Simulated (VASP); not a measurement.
The system is MgS.

```
Mg S
1.0
     0.00000    2.82277    2.82277
     2.82277    0.00000    2.82277
     2.82277    2.82277    0.00000
Mg S
1 1
Direct
  0.00000 0.00000 0.00000
  0.25000 0.25000 0.25000
```

The cell comes from a database or a generator and needn't be the stable form of this composition.

The cell isn't the ideal one: cell and atoms relaxed from a first guess.

| Item | Value |
| --- | --- |
| Program | VASP 6.6.1 |
| Task | relaxation of cell and atoms |
| Functional | PBE |
| Potentials or basis | VASP PAW PBE potentials, release 64 (Mg, S) |
| Cutoff | 600 eV |
| k mesh | 13 × 13 × 13 |
| Occupations | fermi-dirac, width 0.05 eV |
| Spin | no spin polarisation |

At the start: pressure 1.5 GPa; volume 22.49 Å³/atom.

Question: How do energy, volume and symmetry change on relaxing?

Answer: Over 3 steps the energy falls by 2.6 meV/atom and the volume is 23.06 Å³/atom (+2.5 %); space group F-43m (No. 216, to 0.05 Å).

Step by step:
```tsv
step	energy change (eV)	largest force (eV/Å)	pressure (GPa)	volume (Å³)
1	0.0000	0.0000	1.47	44.98
2	-0.0049	0.0000	-0.26	46.34
3	-0.0051	0.0000	0.01	46.12
```

Final structure:
```
CELL_PARAMETERS angstrom
0.00000 2.84642 2.84642
2.84642 0.00000 2.84642
2.84642 2.84642 0.00000
ATOMIC_POSITIONS crystal
Mg 0.00000 0.00000 0.00000
S 0.25000 0.25000 0.25000
```
